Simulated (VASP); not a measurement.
A run of VASP 6.6.1:

The input INCAR:

```
SYSTEM = BN
PREC = Accurate
ENCUT = 520
EDIFF = 0.05
ISMEAR = 0
SIGMA = 0.02
LREAL = .FALSE.
LASPH = .TRUE.
NELM = 100
ALGO = Normal
ISIF = 2
LWAVE = .FALSE.
LCHARG = .FALSE.
GGA = PE
NBANDS = 11
```

File KPOINTS:

```
regular mesh
0
G
  14 14 14
  0 0 0
```

Contents of POSCAR:

```
BN                                      
1.0
   -0.0000000000      1.8482658276      1.8482658276
    1.8482658276      0.0000000000      1.8482658276
    1.8482658276      1.8482658276      0.0000000000
  B               N             
     1     1
Direct
     0.0000000000000000    0.0000000000000000    0.0000000000000000
     0.2500000000000000    0.2500000000000000    0.2500000000000000
```

Potentials or basis: VASP PAW PBE potentials, release 64 (B, N).

Command:

```bash
$ cat potpaw_PBE.64/B/POTCAR potpaw_PBE.64/N/POTCAR > POTCAR
$ mpirun -np 1 vasp_std > vasp.out
```

Hardware: 1 thread of AMD EPYC 7R13 Processor (Zen 3) (shared host).

Task: Estimate the wall time of this run.

Result: Run time: 7.3 s on 1 thread of AMD EPYC 7R13 Processor (Zen 3), on a shared host, peak memory 0.09 GiB. Counts: scf iterations 8, k points 104.
